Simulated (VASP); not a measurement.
Here is a VASP 6.6.1 calculation.

File INCAR:

```
PREC = Accurate ; ENCUT = 600
EDIFF = 1E-6 ; ISMEAR = 0
SIGMA = 0.1 ; LREAL = False
LASPH = True ; NELM = 100
ALGO = Normal ; ISIF = 3
LWAVE = False ; LCHARG = False
GGA = PE ; IBRION = 2
NSW = 100 ; EDIFFG = -0.01
```

File KPOINTS:

```
regular mesh
0
Gamma
  10 10 10
```

POSCAR

```
Mo4H
1.0
    4.0449654728      0.0000000000      0.0000000000
    0.0000000000      4.0449654728      0.0000000000
    0.0000000000      0.0000000000      4.0449654728
H Mo
1 4
Direct
    0.5000000000      0.5000000000      0.5000000000
    0.0000000000      0.5000000000      0.5000000000
    0.5000000000      0.5000000000      0.0000000000
    0.5000000000      0.0000000000      0.5000000000
    0.0000000000      0.0000000000      0.0000000000
```

Potentials or basis: VASP PAW PBE potentials, release 64 (H, Mo_sv).

Run with:

```sh
$ cat potpaw_PBE.64/H/POTCAR potpaw_PBE.64/Mo_sv/POTCAR > POTCAR
$ mpirun -np 1 vasp_std > vasp.out
```

Predict the band gap on the k mesh.

none (metal or under the smearing width).

What does it give for the relaxed volume?

13.21 Å³/atom.

Predict the relaxed cell.

a = 4.042 Å, b = 4.042 Å, c = 4.042 Å, α = 90.00°, β = 90.00°, γ = 90.00°.

What does it give for the space group after relaxing (to 0.05 Å)?

Pm-3m (No. 221).

The path:
```csv
step,energy change (eV),largest force (eV/Å),pressure (GPa),volume (Å³)
1,0.0000,0.0000,-0.45,66.18
2,0.0004,0.0000,0.86,65.83
3,-0.0002,0.0000,0.00,66.06
```
